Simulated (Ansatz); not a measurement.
# Sn: a two-dimensional strain map

This session takes Sn and sets out to strain the cell in the xy plane and along z independently.

Computed with Ansatz 0.2.0 (DFT r2SCAN, scalar-relativistic, plane waves, PAW, unless a step's input says otherwise).

1 further run of the same task is left out (it didn't finish).

## (1) The starting structure

Symmetry: Immm, No. 71, orthorhombic system. The conventional cell has a = 3.453 Å, b = 3.551 Å, c = 4.677 Å, α = 90.00°, β = 90.00°, γ = 90.00°. Sn (site symmetry mmm) has 12 Sn at 3.41 to 3.55 Å as nearest neighbours.

Coordinates:

```cif
data_structure
_symmetry_space_group_name_H-M 'P 1'
_symmetry_Int_Tables_number 1
_cell_length_a 3.4061
_cell_length_b 3.4061
_cell_length_c 3.4061
_cell_angle_alpha 119.085
_cell_angle_beta 117.163
_cell_angle_gamma 93.289
_cell_volume 28.67
loop_
_atom_site_label
_atom_site_type_symbol
_atom_site_fract_x
_atom_site_fract_y
_atom_site_fract_z
_atom_site_occupancy
Sn1 Sn 0.00000 0.00000 0.00000 1
```

It goes back to an entry of the Materials Project, which need not be the stable form.

The cell is taken as given, not relaxed at this level.

## (2) Zero of energy

The reference gives a free energy of -6038.3891 eV, pressure -2.15 GPa, largest force 0.000 eV/Å and gap on the mesh none (metal). It was computed beforehand with the settings of the runs below.

## (3) The scan: a two-dimensional strain map

The cell is strained by p along both x and y and by q along z, with fractional coordinates fixed.

## (4) p = -0.050, q = -0.050

input.yaml

```yaml
crystal:
  lattice:
    - [-1.64021205, 1.68676965, 2.2214249]
    - [1.64021205, -1.68676965, 2.2214249]
    - [1.64021205, 1.68676965, -2.2214249]
  atoms:
    - { symbol: Sn, position: [0.0, 0.0, 0.0] }
basis:
  ecutwfc: 500
kpoints:
  mp_grid: { grid: [20, 20, 20] }
hamiltonian:
  xc: r2scan
scf:
  occupations: { method: gaussian, width: 0.15 }
output:
  forces: true
  stress: true
  eigenvalues: true
```

Command:

```bash
ansatz run input.yaml --threads 1 --pin off --max-ram 2560MiB --backend cpu --events-out ev --progress --plain --runs-dir out
```

## (5) Point p = -0.050, q = 0.000

input.yaml: that of step 4 with these lines changed.

```diff
@@ -2,5 +2,5 @@
   lattice:
-    - [-1.64021205, 1.68676965, 2.2214249]
-    - [1.64021205, -1.68676965, 2.2214249]
-    - [1.64021205, 1.68676965, -2.2214249]
+    - [-1.64021205, 1.68676965, 2.338342]
+    - [1.64021205, -1.68676965, 2.338342]
+    - [1.64021205, 1.68676965, -2.338342]
   atoms:
```

## (6) Point p = -0.050, q = 0.050

input.yaml: that of step 5 with these lines changed.

```diff
@@ -2,5 +2,5 @@
   lattice:
-    - [-1.64021205, 1.68676965, 2.338342]
-    - [1.64021205, -1.68676965, 2.338342]
-    - [1.64021205, 1.68676965, -2.338342]
+    - [-1.64021205, 1.68676965, 2.4552591]
+    - [1.64021205, -1.68676965, 2.4552591]
+    - [1.64021205, 1.68676965, -2.4552591]
   atoms:
```

## (7) At p = 0.000, q = -0.050

input.yaml: that of step 6 with these lines changed.

```diff
@@ -2,5 +2,5 @@
   lattice:
-    - [-1.64021205, 1.68676965, 2.4552591]
-    - [1.64021205, -1.68676965, 2.4552591]
-    - [1.64021205, 1.68676965, -2.4552591]
+    - [-1.726539, 1.775547, 2.2214249]
+    - [1.726539, -1.775547, 2.2214249]
+    - [1.726539, 1.775547, -2.2214249]
   atoms:
```

## (8) At p = 0.000, q = 0.050

input.yaml: that of step 7 with these lines changed.

```diff
@@ -2,5 +2,5 @@
   lattice:
-    - [-1.726539, 1.775547, 2.2214249]
-    - [1.726539, -1.775547, 2.2214249]
-    - [1.726539, 1.775547, -2.2214249]
+    - [-1.726539, 1.775547, 2.4552591]
+    - [1.726539, -1.775547, 2.4552591]
+    - [1.726539, 1.775547, -2.4552591]
   atoms:
```

## (9) At p = 0.050, q = -0.050

input.yaml: that of step 8 with these lines changed.

```diff
@@ -2,5 +2,5 @@
   lattice:
-    - [-1.726539, 1.775547, 2.4552591]
-    - [1.726539, -1.775547, 2.4552591]
-    - [1.726539, 1.775547, -2.4552591]
+    - [-1.81286595, 1.86432435, 2.2214249]
+    - [1.81286595, -1.86432435, 2.2214249]
+    - [1.81286595, 1.86432435, -2.2214249]
   atoms:
```

## (10) p = 0.050, q = 0.000

input.yaml: that of step 9 with these lines changed.

```diff
@@ -2,5 +2,5 @@
   lattice:
-    - [-1.81286595, 1.86432435, 2.2214249]
-    - [1.81286595, -1.86432435, 2.2214249]
-    - [1.81286595, 1.86432435, -2.2214249]
+    - [-1.81286595, 1.86432435, 2.338342]
+    - [1.81286595, -1.86432435, 2.338342]
+    - [1.81286595, 1.86432435, -2.338342]
   atoms:
```

## (11) Point p = 0.050, q = 0.050

input.yaml

```yaml
crystal:
  lattice:
    - [-1.81286595, 1.86432435, 2.4552591]
    - [1.81286595, -1.86432435, 2.4552591]
    - [1.81286595, 1.86432435, -2.4552591]
  atoms:
    - { symbol: Sn, position: [0.0, 0.0, 0.0] }
basis:
  ecutwfc: 500
kpoints:
  mp_grid: { grid: [20, 20, 20] }
hamiltonian:
  xc: r2scan
scf:
  occupations: { method: gaussian, width: 0.15 }
output:
  forces: true
  stress: true
  eigenvalues: true
  write_density: true
  write_potential: true
  elf: true
  volumetric_format: npy
```

(Steps that only read results are left out.)

What does the calculation give? Wanted: highest point; lowest point away from the origin.

**Answer**, as computed:

| quantity | value |
| --- | --- |
| highest point | 129.3 meV/atom at (p, q) = (0.050, 0.050) |
| lowest point away from the origin | -12.7 meV/atom at (0.000, -0.050) |

**Reading.** Of the points run, the lowest is (0.000, -0.050), 12.7 meV/atom below the undisturbed cell, which was taken as given and not relaxed at this level. At |p| = |q| = 0.050, points where p and q have the same sign cost 87.2 meV/atom on average, those of opposite sign 8.7: stretching in the plane is cheaper with a contraction along z.
